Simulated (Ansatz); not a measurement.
(102) slab cut from the bulk of C, P6/mmm (No. 191); the slab's formula is C:

```xyz
12
Lattice="2.4664 0.0000 0.0000 0.0000 9.5323 0.0000 0.0000 0.0000 25.1836" Properties=species:S:1:pos:R:3 pbc="T T T"
C     0.0000    1.2763    7.5000
C     1.2332    1.5953    8.1365
C     1.2332    2.2335    9.4094
C     0.0000    2.5525   10.0459
C     0.0000    3.1907   11.3189
C     1.2332    3.5097   11.9553
C     1.2332    4.1479   13.2283
C     0.0000    4.4669   13.8648
C     0.0000    5.1051   15.1377
C     1.2332    5.4242   15.7742
C     1.2332    6.0623   17.0472
C     0.0000    6.3814   17.6836
```

Method: DFT PBE, scalar-relativistic, plane waves, PAW (Ansatz 0.2.0). Settings: cutoff 420 eV, Γ-centred mesh 14×4×1 on the computed 12-atom cell, Gaussian smearing of 0.10 eV; no spin polarisation. The cell repeats along c with a dipole correction in the vacuum.

(1) What forces act on the atoms?

## Answers

(1)
```tsv
atom	Fx (eV/Å)	Fy (eV/Å)	Fz (eV/Å)
C1	0.000	0.777	1.579
C2	0.000	-1.170	-2.355
C3	0.000	0.422	0.836
C4	0.000	-0.076	-0.150
C5	0.000	0.050	0.099
C6	0.000	-0.018	-0.035
C7	0.000	0.018	0.035
C8	0.000	-0.050	-0.099
C9	0.000	0.076	0.150
C10	0.000	-0.422	-0.836
C11	0.000	1.170	2.355
C12	0.000	-0.777	-1.579
```

The reference crystal is a form of C, which isn't its usual structure.

Cost: 1 run of about 1.2 core-minutes, on AMD EPYC 7R43 (Zen 3) (shared hosts).